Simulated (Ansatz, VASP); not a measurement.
# One calculation of ZnS (Wurtzite-6H), two programs

INCAR

```
  PREC = Accurate
  ENCUT = 600
  EDIFF = 1E-6
  ISMEAR = -1
  SIGMA = 0.05
  LREAL = False
  LASPH = True
  NELM = 100
  ALGO = Fast
  ISIF = 3
  LWAVE = False
  LCHARG = False
  GGA = RP
  IVDW = 13
  IBRION = 2
  NSW = 60
  EDIFFG = -0.005
```

Contents of KPOINTS:

```
Automatic mesh
0
Gamma
  8 8 2
```

Contents of POSCAR:

```
ZnS
1.0
    3.8120000000      0.0000000000      0.0000000000
   -1.9060000000      3.3012888392      0.0000000000
    0.0000000000      0.0000000000     18.6899900000
Zn S
6 6
Direct
    0.3333333333      0.6666666667      0.8333300000
    0.6666666667      0.3333333333      0.3333300000
    0.6666666667      0.3333333333      0.6666700000
    0.3333333333      0.6666666667      0.1666700000
    0.0000000000      0.0000000000      0.5000000000
    0.0000000000      0.0000000000      0.0000000000
    0.3333333333      0.6666666667      0.9583300000
    0.6666666667      0.3333333333      0.4583300000
    0.6666666667      0.3333333333      0.7916700000
    0.3333333333      0.6666666667      0.2916700000
    0.0000000000      0.0000000000      0.6250000000
    0.0000000000      0.0000000000      0.1250000000
```

input.yaml

```yaml
crystal:
  lattice:
    - [3.812, 0.0, 0.0]
    - [-1.906, 3.3012888392, 0.0]
    - [0.0, 0.0, 18.68999]
  atoms:
    - { symbol: Zn, position: [0.3333333333, 0.6666666667, 0.83333] }
    - { symbol: Zn, position: [0.6666666667, 0.3333333333, 0.33333] }
    - { symbol: Zn, position: [0.6666666667, 0.3333333333, 0.66667] }
    - { symbol: Zn, position: [0.3333333333, 0.6666666667, 0.16667] }
    - { symbol: Zn, position: [0.0, 0.0, 0.5] }
    - { symbol: Zn, position: [0.0, 0.0, 0.0] }
    - { symbol: S, position: [0.3333333333, 0.6666666667, 0.95833] }
    - { symbol: S, position: [0.6666666667, 0.3333333333, 0.45833] }
    - { symbol: S, position: [0.6666666667, 0.3333333333, 0.79167] }
    - { symbol: S, position: [0.3333333333, 0.6666666667, 0.29167] }
    - { symbol: S, position: [0.0, 0.0, 0.625] }
    - { symbol: S, position: [0.0, 0.0, 0.125] }
hamiltonian:
  xc: rpbe
  pseudopotentials: { kind: paw }
  dispersion: d4
kpoints:
  mp_grid: { grid: [8, 8, 2] }
scf:
  occupations: { method: fermi_dirac, width: 0.05 }
output:
  forces: true
  stress: true
relax:
  f_tol: 0.01
  max_steps: 40
  cell: { stress_tol: 0.05 }
```

Alike in both runs: task relaxation of cell and atoms; functional RPBE; dispersion D4; k mesh 8 × 8 × 2; occupations fermi-dirac, width 0.05 eV; no spin polarisation.

```csv
,VASP,Ansatz
version,VASP 6.6.1,Ansatz 0.2.0
potentials or method,"VASP PAW PBE potentials, release 64 (Zn, S)",Ansatz PAW
plane-wave cutoff (eV),600,420
valence electrons in the cell,108,108
```

|  | VASP | Ansatz | Ansatz less VASP |
| --- | --- | --- | --- |
| relaxed volume (Å³/atom) | 19.31 | 19.27 | -0.040 |
| relaxed cell length with the largest relative difference (Å) | 3.793 | 3.789 | -0.0033 |
| energy change over the relaxation (meV/atom) | -1 | -1 | -0.3 |

Caveats: the PAW data sets were made with another functional, which shifts forces and pressure a little (VASP); the plane-wave basis is chosen anew once the cell has moved, so the energies of steps on either side of that aren't comparable (Ansatz); the PAW data sets come from PBE, with cores solved anew for the run's functional, which leaves a small shift of forces and pressure (Ansatz). A k mesh can miss the band edges.
